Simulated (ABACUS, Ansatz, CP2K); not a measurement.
**Re: equilibrium volume by level of theory**

Symmetry: P6_3/mmc, No. 194, hexagonal system. Conventional cell: a = 2.761 Å, b = 2.761 Å, c = 4.458 Å, α = 90.00°, β = 90.00°, γ = 120.00°. Around Re (site symmetry -6m2) lie 12 Re at 2.74 to 2.76 Å.

| rung | level | program and potentials | cutoff (eV) | k mesh | smearing | core time | chip | equilibrium volume (Å³/atom) | notes |
| --- | --- | --- | --- | --- | --- | --- | --- | --- | --- |
| GGA + dispersion | PBE+D4 | Ansatz, Ansatz PAW | 420 | 11 × 11 × 6 | fermi-dirac 0.05 | 8.1 s | Arm Neoverse V1 | 14.67 | - |
| meta-GGA + dispersion | r2SCAN+D3(BJ) | Ansatz, Ansatz PAW | 500 | 11 × 11 × 6 | fermi-dirac 0.05 | 9.4 s | Intel Xeon 6975P-C Granite Rapids | 14.57 | potentials made for PBE, which Ansatz adapts in part |
| GGA | PBE | ABACUS, PseudoDojo NC SR 0.5 PBE stringent, plane waves | 993 | 9 × 9 × 5 | fermi-dirac 0.05 | 76 s | AMD EPYC 9R45 Zen 5 | 14.95 | - |
| LDA | LDA | Ansatz, all-electron LAPW, scalar-relativistic | - | 11 × 11 × 6 | fermi-dirac 0.05 | 1.8 min | Arm Neoverse V1 | 14.33 | - |
| GGA | RPBE | Ansatz, all-electron LAPW, scalar-relativistic | - | 11 × 11 × 6 | fermi-dirac 0.05 | 2 min | Arm Neoverse V1 | 15.12 | - |
| hybrid | B3LYP | Ansatz, Ansatz PAW | 420 | 6 × 6 × 3 | fermi-dirac 0.05 | 3 min | Intel Xeon Skylake/Cascade Lake | 15.06 | coarse mesh; potentials made for PBE, which Ansatz adapts in part |
| GGA + dispersion | RPBE+D3(BJ) | Ansatz, all-electron LAPW, scalar-relativistic | - | 11 × 11 × 6 | fermi-dirac 0.05 | 3.5 min | Intel Xeon Skylake/Cascade Lake | 13.43 | - |
| hybrid | HSE03 | Ansatz, Ansatz PAW | 420 | 6 × 6 × 3 | fermi-dirac 0.05 | 3.8 min | Intel Xeon Skylake/Cascade Lake | 14.58 | coarse mesh; potentials made for PBE, which Ansatz adapts in part |
| GGA | PBEsol | CP2K, POTENTIAL_UZH Re GTH-PBE-q15; TZVP-MOLOPT-PBE-GTH basis | - | 8 × 8 × 5 | fermi-dirac 0.1 | 5.7 min | Arm Neoverse V2 | 14.56 | atomic basis; potentials made for PBE |

Times are single runs on shared hosts and different chips, so they are rough; meshes, cutoffs and the tasks' sizes weigh on the time. Task: relaxation of cell and atoms. All rows: no spin polarisation. Smearing widths are in eV. For a metal such meshes aren't converged. Meshes differ between rows, which moves values too. Meshes are those of the run's cell of 2 atoms unless a note names another. Relaxations start from the cell shown or near it and stop with a little pressure left. Runs on faulty files, with rough fits or with known faults for this quantity aren't shown. No row holds spin-orbit coupling.

By rung: LDA 14.33; GGA + dispersion 13.43 to 14.67; GGA 14.95 to 15.12; meta-GGA + dispersion 14.57; GGA in atomic bases 14.56; hybrid on coarse meshes 14.58 to 15.06 (Å³/atom).
